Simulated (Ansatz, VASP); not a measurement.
# One calculation of NaF (Villiaumite), two programs

```
CELL_PARAMETERS angstrom
0.00000 2.25178 2.25178
2.25178 0.00000 2.25178
2.25178 2.25178 0.00000
ATOMIC_POSITIONS crystal
Na 0.00222 0.00222 0.00222
F 0.50000 0.50000 0.50000
```

Change from the starting cell: atom 1 moved by [0.01, 0.01, 0.01] A.

Alike in both runs: task single point; functional LDA; k mesh 10 × 10 × 10; no spin polarisation.

|  | VASP | Ansatz |
| --- | --- | --- |
| version | VASP 6.6.1 | Ansatz 0.2.0 |
| potentials or method | VASP PAW LDA potentials, release 64 (Na_pv, F), cutoff 520 eV | all-electron LAPW, scalar-relativistic |
| occupations | gaussian, width 0.01 eV | fixed |

```csv
,VASP,Ansatz,Ansatz less VASP
gap on the k mesh at the Fermi level (eV),6.43,6.44,+0.010
pressure (GPa),0.0,0.0,+0.05
rms of the force components (eV/Å),0.030,0.029,-0.0008
```

Atom by atom the forces differ by 0.001 eV/Å (rms over components). Ansatz ran all-electron here, so the differences hold the error of VASP's frozen core and of both bases.

A k mesh can miss the band edges.
